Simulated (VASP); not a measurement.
## Sn: single point with PBEsol

Crystal: Sn.

```
Sn
1.0
     4.45495    0.00000    0.00000
    -3.30667    2.98538    0.00000
    -0.57414   -1.49269    4.15799
Sn
2
Direct
  0.00000 0.00000 0.00000
  0.75000 0.25000 0.50000
```

* Program: VASP 6.6.1
* Task: single point
* Functional: PBEsol
* Potentials or basis: VASP PAW PBE potentials, release 64 (Sn_d)
* Cutoff: 520 eV
* k mesh: 9 × 9 × 9
* Occupations: gaussian, width 0.1 eV
* Spin: no spin polarisation

The pressure is -1.5 GPa and the band gap on the k mesh is none (metal or under the smearing width).

Stress tensor (GPa, compression positive):
```
-1.43 -0.12  0.00
-0.12 -1.69  0.00
 0.00  0.00 -1.39
```

Levels at points of the mesh, in eV from the Fermi level:
| k point | band 12 | band 13 | band 14 | band 15 | band 16 | band 17 |
| --- | --- | --- | --- | --- | --- | --- |
| (0.00, 0.00, 0.00) | -3.73 | -1.94 | -1.94 | 2.97 | 6.10 | 6.10 |

It took 31 s on 1 thread of Intel(R) Xeon(R) 6975P-C (Granite Rapids), on a shared host, peak memory 0.22 GiB.

Caveat: the PAW data sets were made with another functional, which shifts forces and pressure a little.
